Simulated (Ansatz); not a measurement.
A run of Ansatz 0.2.0 is set up as follows.

input.yaml

```yaml
crystal:
  lattice:
    - [2.4705617809, 0.0, 0.0]
    - [-1.2352808905, 2.1395692639, 0.0]
    - [0.0, 0.0, 8.0882338]
  atoms:
    - { symbol: Co, position: [0.6666666667, 0.3333333333, 0.75], spin: 2.0 }
    - { symbol: Co, position: [0.0, 0.0, 0.5], spin: 2.0 }
    - { symbol: Co, position: [0.3333333333, 0.6666666667, 0.25], spin: 2.0 }
    - { symbol: Co, position: [0.0, 0.0, 0.0], spin: 2.0 }
hamiltonian:
  xc: pbe
  pseudopotentials: { kind: paw }
magnetization:
  spin_polarized: true
kpoints:
  mp_grid: { grid: [12, 12, 4] }
scf:
  occupations: { method: fermi_dirac, width: 0.05 }
output:
  forces: true
  stress: true
  eigenvalues: true
  write_density: true
  write_potential: true
  elf: true
  volumetric_format: npy
relax:
  f_tol: 0.01
  max_steps: 40
  cell: { stress_tol: 0.05 }
```

Potentials or basis: Ansatz PAW.

Launch:

```bash
$ ansatz run input.yaml --threads 2 --pin off --max-ram 5632MiB --backend cpu --events-out ev --progress --plain --runs-dir out
```

(1) Estimate the relaxed volume.

(2) Estimate the net moment.

(3) What does it give for the relaxed cell?

(4) Estimate the band gap on the k mesh.

Results:

(1) 10.92 Å³/atom.

(2) 6.67 μB per cell.

(3) a = 2.498 Å, b = 2.498 Å, c = 8.079 Å, α = 90.00°, β = 90.00°, γ = 120.00°.

(4) none (metal or under the smearing width).
